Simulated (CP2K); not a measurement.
Runs of CP2K 2026.2 on GaSb. Symmetry: F-43m, No. 216, cubic system. Conventional cell: a = 6.118 Å, b = 6.118 Å, c = 6.118 Å, α = 90.00°, β = 90.00°, γ = 90.00°. Sb (site symmetry -43m) has 4 Ga at 2.65 Å as nearest neighbours. Ga (site symmetry -43m) is surrounded by 4 Sb at 2.65 Å. 

```tsv
task	level	potentials or basis	smearing	NGRIDS	points a segment of the path (NPOINTS)	bands added on the path	CUTOFF of the grids	gap on the mesh (eV)	pressure (GPa)
band structure	PBEsol	POTENTIAL_UZH Sb GTH-PBE-q5, Ga GTH-PBE-q13; TZVP-MOLOPT-PBE-GTH basis	fermi-dirac 0.0259 eV	4	10	2	450 Ry	none	(b)
band structure	r2SCAN	POTENTIAL_UZH Sb GTH-SCAN-q5, Ga GTH-SCAN-q13; TZVP-MOLOPT-SCAN-GTH basis	fermi-dirac 0.0259 eV	5	8	6	675 Ry	0.38	-0.3
band structure	LDA	GTH_POTENTIALS Sb GTH-PADE-q5, Ga GTH-PADE-q13; TZVP-MOLOPT-PBE-GTH basis	fermi-dirac 0.0259 eV	5	8	4	450 Ry	none	-1.7
band structure	TB-mBJ	POTENTIAL_UZH Sb GTH-PBE-q5, Ga GTH-PBE-q13; TZVP-MOLOPT-PBE-GTH basis	fermi-dirac 0.05 eV	5	6	4	675 Ry	(a)	-
```

Alike in all rows: no spin polarisation; cell as given; k mesh 8 × 8 × 8.

Fill in the values left out.

(a) 0.20; (b) 1.3.

Caveats: spin-orbit coupling is left out, which moves the levels of the heavy elements; the basis of atomic orbitals isn't converged, which shifts pressures, moduli and gaps; the potentials were made for another functional, which shifts forces and pressure (some runs); this is a model potential without an energy functional, so only levels have meaning (some runs).

A k mesh can miss the band edges, and the runs leave out spin-orbit coupling on Ga, Sb.

A gap of «none» marks a metal or a gap under the smearing width.

Runs at the PBE level aren't shown here.
